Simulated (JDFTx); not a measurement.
**BN under changes of volume**

One of the cells (5.959 Å³/atom); the others are scaled copies at fixed shape and fractional positions:

```
N B
1.0
     0.00000    1.81300    1.81300
     1.81300    0.00000    1.81300
     1.81300    1.81300    0.00000
N B
1 1
Direct
  0.25000 0.25000 0.25000
  0.00000 0.00000 0.00000
```

The cell is a database's computed one.

- Program: JDFTx 1.7.0 (patched build)
- Functional: RPBE
- Potentials or basis: PseudoDojo-SR-PBE-0.5-standard
- Cutoff: 1143 eV
- Density cutoff: 9143 eV
- k mesh: 13 × 13 × 13
- Occupations: fermi-dirac, width 0.05 eV
- Spin: no spin polarisation

```csv
volume (Å³/atom),energy over the lowest point (meV/atom),pressure (GPa),gap on the mesh (eV)
5.602,29.56,26.6,4.77
5.721,13.28,17.3,4.74
5.840,?,?,?
5.959,0.00,1.1,4.69
6.078,1.88,-6.0,4.66
6.198,8.76,-12.4,4.64
6.317,20.19,-18.3,4.61
```

**Question.** What does the run at 5.840 Å³/atom give?

**Answer.** Energy over the lowest point 3.62 meV/atom; pressure 8.8 GPa; gap on the mesh 4.71 eV.

Worked out: A Birch-Murnaghan fit of order 3 (a polynomial in V^(-2/3)) to the other rows has its minimum at 5.98 Å³/atom with B0 = V·E''(V) = 365 GPa and B' = 3.8. It gives 3.63 meV/atom at 5.840 Å³/atom, against the run's 3.62, and -dE/dV = 8.8 GPa, against 8.8. A straight line through the other rows of the gap, of slope -1.31 eV per unit of ln V, gives 4.71 eV, against the run's 4.71.

Energies are extrapolated to zero smearing.

Caveats: the potentials were made for another functional, which shifts forces and pressure; an odd mesh through Γ misses points on the zone boundary, where band edges often lie.
